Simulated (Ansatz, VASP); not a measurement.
# One calculation of Te, two programs

```
Te
1.0
     0.00000    3.59844    3.59844
     3.59844    0.00000    3.59844
     3.59844    3.59844    0.00000
Te
2
Direct
  0.00000 0.00000 0.00000
  0.25000 0.25000 0.25000
```

Alike in both runs: task relaxation of cell and atoms; functional PBE; k mesh 10 × 10 × 10; occupations gaussian, width 0.1 eV; no spin polarisation.

|  | VASP | Ansatz |
| --- | --- | --- |
| version | VASP 6.6.1 | Ansatz 0.2.0 |
| potentials or method | VASP PAW PBE potentials, release 64 (Te) | scalar-relativistic, plane waves, PAW |
| plane-wave cutoff (eV) | 600 | 420 |
| valence electrons in the cell | 12 | 32 |

|  | VASP | Ansatz | Ansatz less VASP |
| --- | --- | --- | --- |
| gap on the k mesh at the Fermi level, each at its own relaxed structure (eV) | none | none | - |
| relaxed volume (Å³/atom) | 46.27 | 46.33 | +0.063 |
| relaxed cell length with the largest relative difference (Å) | 5.077 | 5.079 | +0.0023 |

A gap of «none» marks a metal or a gap that the smearing closes. The two sets of potentials don't hold the same shells in valence.

Spin-orbit coupling is left out, which matters for the levels of Te.
